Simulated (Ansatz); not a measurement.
Axial (c/a) deformation path in MoS2

The calculation used DFT PBE+D3(BJ), scalar-relativistic, plane waves, PAW (Ansatz). The runs took a 420 eV cutoff, a Γ-centred 12×12×6 mesh and Gaussian smearing (0.05 eV). No spin polarisation. Energies are free energies at this smearing, counted from the undisturbed cell; pressure is positive in compression.

Reference structure (relaxed at this level; this form isn't the usual structure):

```
CELL_PARAMETERS angstrom
3.14972 0.00000 0.00000
-1.57486 2.72774 0.00000
0.00000 0.00000 6.64754
ATOMIC_POSITIONS crystal
Mo 0.00000 0.00000 0.00000
S 0.33333 0.66667 0.23567
S 0.33333 0.66667 0.76433
```

At fixed volume and fractional coordinates, lengths along (0.000, 0.000, 1.000) are scaled against those across it; ρ is that ratio over its starting value.

| ρ | ΔE (meV/atom) | pressure (GPa) | gap on the mesh (eV) |
| --- | --- | --- | --- |
| 0.800 | ? | 2.4 | 0.00 |
| 0.850 | ? | 2.1 | 0.00 |
| 0.920 | 47.1 | 1.1 | 0.19 |
| 0.960 | 11.4 | 0.5 | 0.78 |
| 1.000 | 0.0 | 0.0 | 1.21 |
| 1.050 | 16.3 | -0.5 | 1.39 |
| 1.100 | 62.8 | -0.8 | 1.20 |
| 1.200 | 233.2 | -0.9 | 0.87 |
| 1.300 | 488.0 | -0.3 | 0.13 |

Where the gap reads zero the k-mesh, chosen for the insulator, is on the coarse side.

(1) Give the withheld values.

Results:

(1) ΔE (meV/atom) at ρ = 0.800: 298.7; ΔE (meV/atom) at ρ = 0.850: 170.7.

Cost: 9 runs of about 0.29 core-minutes in all, on AMD EPYC 9R45 (Zen 5) (shared hosts).